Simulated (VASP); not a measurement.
Wanted: the native input for a VASP 6.6.1 run.

```yaml
Task: single point
Functional: PBEsol
Potentials_or_basis: VASP PAW PBE potentials, release 64 (Al)
Cutoff: 520 eV
k_mesh: 21 × 21 × 12
Occupations: gaussian, width 0.15 eV
Spin: no spin polarisation
Dipole_correction: no
Further_INCAR_settings: ALGO = Normal; EDIFF = 1e-07; NBANDS = 10
```

The structure of Al lies in POSCAR:

```
Al
1.0
    2.8124553515      0.0000000000      0.0000000000
   -1.4062276757      2.4356577814      0.0000000000
    0.0000000000      0.0000000000      4.8668500000
Al
2
Direct
    0.6666666667      0.3333333333      0.7500000000
    0.3333333333      0.6666666667      0.2500000000
```

This isn't the form of Al at room conditions, which is fcc.

These files were run (other wordings do the same):

INCAR

```
SYSTEM = Al
PREC     = Accurate       ! precision mode
ENCUT    = 520            ! plane-wave cutoff, eV
EDIFF    = 1E-7           ! SCF threshold, eV
ISMEAR   = 0              ! smearing method
SIGMA    = 0.15           ! smearing width, eV
LREAL    = .False.        ! projectors in reciprocal space
LASPH    = .True.         ! aspherical terms in the spheres
NELM     = 60             ! most SCF steps
ALGO     = Normal         ! electronic algorithm
ISIF     = 2              ! what is computed and relaxed
LWAVE    = .False.        ! write WAVECAR
LCHARG   = .False.        ! write CHGCAR
GGA      = PS             ! functional
NBANDS   = 10             ! bands
```

KPOINTS

```
regular mesh
0
Gamma
  21 21 12
  0 0 0
```

Potentials or basis: VASP PAW PBE potentials, release 64 (Al).

Launch:

```sh
$ cat potpaw_PBE.64/Al/POTCAR > POTCAR
$ mpirun -np 1 vasp_std > vasp.out
```

It gave:

| Quantity | Value |
| --- | --- |
| Pressure | -1.3 GPa |
| Band gap on the k mesh | none (metal or under the smearing width) |

Caveat: the PAW data sets were made with another functional, which shifts forces and pressure a little.

It took 30 s on 1 thread of Intel(R) Xeon(R) Platinum 8488C (Sapphire Rapids), on a shared host, peak memory 0.21 GiB.
